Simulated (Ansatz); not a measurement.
CdTe: energy along a strain

CdTe, F-43m, a = 6.489 Å. Ansatz: PBEsol, PAW, 420 eV, Γ-centred 8×8×8 mesh on 2 atoms, Gaussian smearing 0.05 eV; no spin polarisation. Cell vectors (Å): 0.000 3.245 3.245; 3.245 0.000 3.245; 3.245 3.245 0.000. The cell is strained by x per cent times the pattern (0 1 0 0 0 0) in the order xx yy zz yz xz xy (engineering shears), with fractional coordinates held. y is the free energy over the start, V0 = 34.160 Å³/atom. Points with a strain past 8.5 % were computed too (3) and aren't used here.

| x (%) | y (meV/atom) |
| --- | --- |
| -7.50 | 33.51 |
| -5.00 | ? |
| -2.50 | 3.58 |
| 0.00 | 0.00 |
| 2.50 | 3.46 |
| 5.00 | 13.52 |
| 7.50 | 29.75 |

Problem. Fit y = c2 x² + c3 x³ to the other rows, get the stiffness along the pattern, and predict the missing energy.

Solution. Least squares on the rows shown. y = 0.56239 x² − 0.0044497 x³. The clamped-ion stiffness p·C·p = 2 × 5.624 eV × 160.2 / 34.160 Å³ = 53 GPa, which is C22 in these axes (C11 of the cubic crystal). At x = -5.00 the fit asked for gives 14.62 meV/atom. The run gave 14.61 meV/atom, so the fit is 0.01 meV/atom too high, within the rms miss on the fitted rows (0.01 meV/atom).

Cost: 10 runs of about 0.37 core-minutes in all, on AMD EPYC 9R45 (Zen 5) (shared hosts).